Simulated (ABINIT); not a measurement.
**Ag in ABINIT: the effect of functional**

Crystal: Ag.

```xyz
1
Lattice="0.0000 2.0427 2.0427 2.0427 0.0000 2.0427 2.0427 2.0427 0.0000" Properties=species:S:1:pos:R:3 pbc="T T T"
Ag    0.0000    0.0000    0.0000
```

Alike in all runs:

```yaml
Program: ABINIT 10.8.3 (patched build)
Task: band structure
Potentials_or_basis: JTH PAW PBE v2.0
Cutoff: 544 eV
k_mesh: 11 × 11 × 11
Occupations: fermi-dirac, width 0.05 eV
Spin: no spin polarisation
```

```csv
functional,pressure (GPa)
LDA,-7.4
PBEsol,-2.8
RPBE,8.7
BLYP,12.0
AM05,-2.6
r2SCAN,1.1
SCAN,?
revPBE,7.5
PW91,4.3
WC,-2.2
```

Task: What does the run with functional SCAN give?

Result: Pressure -0.9 GPa.

Caveats: the PAW data sets were made with another functional, which shifts forces and pressure a little.

Runs at the PBE level aren't shown here.
